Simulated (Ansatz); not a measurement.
Here is an Ansatz 0.2.0 calculation.

File input.yaml:

```yaml
crystal:
  lattice:
    - [2.6205428149, 0.0, 0.0]
    - [-1.3102714075, 2.2694566494, 0.0]
    - [0.0, 0.0, 2.46635439]
  atoms:
    - { symbol: Si, position: [0.0, 0.0, 0.0] }
hamiltonian:
  xc: pbesol
  pseudopotentials: { kind: paw }
kpoints:
  mp_grid: { grid: [9, 9, 8] }
scf:
  occupations: { method: fermi_dirac, width: 0.05 }
phonons:
  method: dfpt
```

Potentials or basis: Ansatz PAW.

Command:

```sh
$ ansatz run input.yaml --threads 2 --pin off --max-ram 5632MiB --backend cpu --events-out ev --progress --plain --runs-dir out
```

Task: What does it give for the band gap on the k mesh?

Result: None (metal or under the smearing width).
